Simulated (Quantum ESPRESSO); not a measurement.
# CdSe (Cadmoselite) under changes of volume

One of the cells (28.102 Å³/atom); the others are scaled copies at fixed shape and fractional positions:

```
Cd Se
1.0
     4.30000    0.00000    0.00000
    -2.15000    3.72391    0.00000
     0.00000    0.00000    7.02000
Cd Se
2 2
Direct
  0.66667 0.33333 0.50000
  0.33333 0.66667 0.00000
  0.66667 0.33333 0.88500
  0.33333 0.66667 0.38500
```

| Quantity | Value |
| --- | --- |
| Program | Quantum ESPRESSO 7.5 |
| Functional | LDA |
| Potentials or basis | GBRV 1.5 LDA |
| Cutoff | 612 eV |
| Density cutoff | 4898 eV |
| k mesh | 7 × 7 × 4 |
| Occupations | fermi-dirac, width 0.05 eV |
| Spin | no spin polarisation |

```csv
volume (Å³/atom),energy over the lowest point (meV/atom),pressure (GPa),gap on the mesh (eV)
26.416,?,?,?
26.978,0.39,0.7,0.48
27.540,0.00,-0.5,0.44
28.102,3.58,-1.6,0.40
28.665,10.68,-2.5,0.36
29.227,20.90,-3.4,0.32
29.789,33.92,-4.1,0.29
```

Question: What does the run at 26.416 Å³/atom give?

Answer: Energy over the lowest point 5.23 meV/atom; pressure 2.0 GPa; gap on the mesh 0.52 eV.

Worked out: A Birch-Murnaghan fit of order 3 (a polynomial in V^(-2/3)) to the other rows has its minimum at 27.31 Å³/atom with B0 = V·E''(V) = 57 GPa and B' = 4.7 at fixed shape and positions, which overstates the stiffness. It gives 5.21 meV/atom at 26.416 Å³/atom, against the run's 5.23, and -dE/dV = 2.1 GPa, against 2.0. A straight line through the other rows of the gap, of slope -1.95 eV per unit of ln V (its deformation potential), extrapolates to 0.52 eV, against the run's 0.52.

Energies are extrapolated to zero smearing.

Spin-orbit coupling on Cd, Se is left out.
